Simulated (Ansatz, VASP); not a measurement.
One calculation of SiO, two programs

INCAR

```
SYSTEM = SiO
PREC = Accurate
ENCUT = 520
EDIFF = 1E-7
ISMEAR = -1
SIGMA = 0.05
LREAL = .FALSE.
LASPH = .TRUE.
NELM = 60
ALGO = Normal
ISIF = 2
LWAVE = .FALSE.
LCHARG = .FALSE.
GGA = PE
NBANDS = 12
```

The input KPOINTS:

```
regular mesh
0
G
  9 9 9
  0 0 0
```

POSCAR

```
SiO
1.0
    2.8255597471      0.0000000000      0.0000000000
    0.0000000000      2.8255597471      0.0000000000
    0.0000000000      0.0000000000      2.8255597471
Si O
1 1
Direct
    0.0000000000      0.0000000000      0.0000000000
    0.5000000000      0.5000000000      0.5000000000
```

The input input.yaml:

```yaml
crystal:
  lattice:
    - [2.8255597471, 0.0, 0.0]
    - [0.0, 2.8255597471, 0.0]
    - [0.0, 0.0, 2.8255597471]
  atoms:
    - { symbol: Si, position: [0.0, 0.0, 0.0] }
    - { symbol: O, position: [0.5, 0.5, 0.5] }
hamiltonian:
  xc: pbe
  pseudopotentials: { kind: paw }
kpoints:
  mp_grid: { grid: [9, 9, 9] }
scf:
  occupations: { method: fermi_dirac, width: 0.05 }
output:
  forces: true
  stress: true
  eigenvalues: true
```

Change from the starting cell: volume scaled by 1.02.

Alike in both runs: task single point; functional PBE; k mesh 9 × 9 × 9; occupations fermi-dirac, width 0.05 eV; no spin polarisation.

|  | VASP | Ansatz |
| --- | --- | --- |
| version | VASP 6.6.1 | Ansatz 0.2.0 |
| potentials or method | VASP PAW PBE potentials, release 64 (Si, O) | Ansatz PAW |
| plane-wave cutoff (eV) | 520 | 420 |
| valence electrons in the cell | 10 | 10 |

```csv
,VASP,Ansatz,Ansatz less VASP
gap on the k mesh at the Fermi level (eV),none,none,-
pressure (GPa),-2.4,-2.4,+0.06
```

A gap of «none» marks a metal or a gap that the smearing closes.

Caveats: the pressure holds a Pulay correction of +0.6 GPa for the finite cutoff (Ansatz).
